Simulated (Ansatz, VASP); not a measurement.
## ScAl3: VASP beside Ansatz

File INCAR:

```
ALGO     = Normal         # electronic algorithm
EDIFF    = 1E-6           # SCF threshold, eV
EDIFFG   = -0.001         # ionic threshold
ENCUT    = 600            # plane-wave cutoff, eV
GGA      = PS             # functional
IBRION   = 2              # ionic algorithm
ISIF     = 3              # what is computed and relaxed
ISMEAR   = -1             # smearing method
LASPH    = True           # aspherical terms in the spheres
LCHARG   = False          # write CHGCAR
LREAL    = False          # projectors in reciprocal space
LWAVE    = False          # write WAVECAR
NELM     = 100            # most SCF steps
NSW      = 80             # ionic steps
PREC     = Accurate       # precision mode
SIGMA    = 0.15           # smearing width, eV
```

The input KPOINTS:

```
k-points
0
Gamma
  10 10 10
```

File POSCAR:

```
ScAl3
1.0
    4.0709863538      0.0000000000      0.0000000000
    0.0000000000      4.0709863538      0.0000000000
    0.0000000000      0.0000000000      4.0709863538
Sc Al
1 3
Direct
    0.0000000000      0.0000000000      0.0000000000
    0.5000000000      0.0000000000      0.5000000000
    0.0000000000      0.5000000000      0.5000000000
    0.5000000000      0.5000000000      0.0000000000
```

Input for Ansatz:

```yaml
crystal:
  lattice:
    - [4.0709863538, 0.0, 0.0]
    - [0.0, 4.0709863538, 0.0]
    - [0.0, 0.0, 4.0709863538]
  atoms:
    - { symbol: Sc, position: [0.0, 0.0, 0.0] }
    - { symbol: Al, position: [0.5, 0.0, 0.5] }
    - { symbol: Al, position: [0.0, 0.5, 0.5] }
    - { symbol: Al, position: [0.5, 0.5, 0.0] }
basis:
  ecutwfc: 420
kpoints:
  mp_grid: { grid: [10, 10, 10] }
hamiltonian:
  xc: pbesol
scf:
  occupations: { method: fermi_dirac, width: 0.15 }
output:
  forces: true
  stress: true
  eigenvalues: true
relax:
  adjacent_minimum: "off"
  f_tol: 0.001
  max_steps: 60
  cell: { stress_tol: 0.01 }
```

Alike in both runs: task relaxation of cell and atoms; functional PBEsol; k mesh 10 × 10 × 10; occupations fermi-dirac, width 0.15 eV; no spin polarisation.

|  | VASP | Ansatz |
| --- | --- | --- |
| version | VASP 6.6.1 | Ansatz 0.2.0 |
| potentials or method | VASP PAW PBE potentials, release 64 (Sc_sv, Al) | scalar-relativistic, plane waves, PAW |
| plane-wave cutoff (eV) | 600 | 420 |
| valence electrons in the cell | 20 | 20 |

Ansatz gave:

* gap on the k mesh at the Fermi level, each at its own relaxed structure (eV): none
* relaxed volume (Å³/atom): 16.90
* relaxed cell length with the largest relative difference (Å): 4.074

Q: Which values does VASP return?

A: gap on the k mesh at the Fermi level, each at its own relaxed structure (eV): none; relaxed volume (Å³/atom): 16.93; relaxed cell length with the largest relative difference (Å): 4.076.

A gap of «none» marks a metal or a gap that the smearing closes.

Caveats: the PAW data sets were made with another functional, which shifts forces and pressure a little (VASP).
